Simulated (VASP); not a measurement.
Wanted: the native input for a VASP 6.6.1 run.

```
Task                   : single point
Functional             : PBE
Potentials or basis    : VASP PAW PBE potentials, release 64 (Rb_sv)
Cutoff                 : 520 eV
k mesh                 : 6 × 6 × 6
Occupations            : gaussian, width 0.1 eV
Spin                   : no spin polarisation
Dipole correction      : no
Further INCAR settings : ALGO = Normal; EDIFF = 1e-07; NBANDS = 16
```

The structure of Rb lies in POSCAR:

```
Rb
1.0
   -2.3789880000      2.3789880000      8.4886690000
    2.3789880000     -2.3789880000      8.4886690000
    2.3789880000      2.3789880000     -8.4886690000
Rb
2
Direct
    0.2500000000      0.7500000000      0.5000000000
    0.5000000000      0.5000000000      0.0000000000
```

This isn't the form of Rb at room conditions, which is bcc.

These files were run (other wordings do the same):

INCAR

```
SYSTEM = Rb
PREC = Accurate ; ENCUT = 520
EDIFF = 1E-7 ; ISMEAR = 0
SIGMA = 0.1 ; LREAL = .FALSE.
LASPH = .TRUE. ; NELM = 100
ALGO = Normal ; ISIF = 2
LWAVE = .FALSE. ; LCHARG = .FALSE.
GGA = PE ; NBANDS = 16
```

KPOINTS

```
Automatic mesh
0
G
  6 6 6
  0 0 0
```

Potentials or basis: VASP PAW PBE potentials, release 64 (Rb_sv).

Launch:

```sh
$ cat potpaw_PBE.64/Rb_sv/POTCAR > POTCAR
$ mpirun -np 1 vasp_std > vasp.out
```

Results of the run:

The pressure is 0.0 GPa and the band gap on the k mesh is none (metal or under the smearing width).

Run time: 6.2 min on 1 thread of AMD EPYC 7R13 Processor (Zen 3) (shared host), peak memory 0.61 GiB.
